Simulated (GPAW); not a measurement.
Runs of GPAW 26.7.0 on Yb. The structure is cubic, space group Im-3m (No. 229). The conventional cell has a = 4.303 Å, b = 4.303 Å, c = 4.303 Å, α = 90.00°, β = 90.00°, γ = 90.00°. Yb (site symmetry m-3m) is surrounded by 8 Yb at 3.73 Å. This isn't the form of Yb at room conditions, which is fcc.

```tsv
level	potentials or basis	U	k mesh	cutoff (eV)	maxiter	convergence	gap on the mesh (eV)	pressure (GPa)	moment (μB)
LDA+U	the program's PAW data sets (release 1.2.1) made for this functional, pw	Yb f U = 8 eV	9 × 9 × 9	800	150	-	none	(a)	0.00
LDA+U	the program's PAW data sets (release 1.2.1) made for this functional, pw	Yb f U = 2 eV	9 × 9 × 9	800	150	-	none	-3.5	0.00
LDA+U	the program's PAW data sets (release 1.2.1) made for this functional, pw	Yb f U = 5 eV	9 × 9 × 9	800	150	-	none	-2.4	0.00
LDA+U	the program's PAW data sets (release 1.2.1) made for this functional, pw	Yb f U = 6 eV	9 × 9 × 9	800	150	-	none	(b)	0.00
r2SCAN	GPAW PAW data sets (gpaw-data 1.2.1), pw	-	7 × 7 × 7	650	120	default	none	-2.8	0.00
```

Alike in all rows: task single point; spin collinear, ferromagnetic start; cell as given; smearing fermi-dirac 0.05 eV.

Q: Fill in the values left out.

A: (a) -1.6; (b) -2.1.

Caveats: one-centre terms of the f shell are cut off; spin-orbit coupling is left out, which moves the levels of the heavy elements; the cutoff is short for stress and forces, so pressures can be off by a GPa or more (some runs); the PAW data sets were made with another functional, which shifts forces and pressure a little (some runs).

A k mesh can miss the band edges, and the runs leave out spin-orbit coupling on Yb.

A gap of «none» marks a metal or a gap under the smearing width.

Not every run made on this cell is shown here.
